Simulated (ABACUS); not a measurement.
**InAs: equation of state with BP86**

InAs:

```
In As
1.0
     0.00000    3.01800    3.01800
     3.01800    0.00000    3.01800
     3.01800    3.01800    0.00000
In As
1 1
Direct
  0.00000 0.00000 0.00000
  0.75000 0.75000 0.75000
```

```json
{
  "Program": "ABACUS 3.10.1",
  "Task": "equation of state",
  "Functional": "BP86",
  "Potentials or basis": "PseudoDojo NC SR 0.5 PBE standard",
  "Cutoff": "1143 eV",
  "Density cutoff": "4572 eV",
  "Basis": "plane waves",
  "k mesh": "6 × 6 × 6",
  "Occupations": "fermi-dirac, width 0.05 eV",
  "Spin": "no spin polarisation",
  "Radial cutoff of the potentials (pseudo_rcut)": "10 bohr",
  "SCF threshold on the density": "1e-08",
  "Max SCF steps": "100",
  "Eigensolver": "dav",
  "Mixing": "broyden",
  "Mixing share": "0.7",
  "Symmetry key": "1",
  "Bands": "18"
}
```

```json
{"Equilibrium volume": "29.79 Å³/atom (rough: see the caveat)", "Bulk modulus": "48 GPa (rough)"}
```

Energy against volume, from the lowest point:
| volume (Å³/atom) | energy (meV/atom) |
| --- | --- |
| 25.840 | 100.63 |
| 26.939 | 47.40 |
| 28.039 | 15.17 |
| 29.138 | 0.00 |

All runs of the series together: 16 s on 4 threads of Intel(R) Xeon(R) 6975P-C (Granite Rapids), with other jobs on the host.

Caveat: the minimum lies outside the volumes run; the potentials were made for another functional, which shifts forces and pressure.
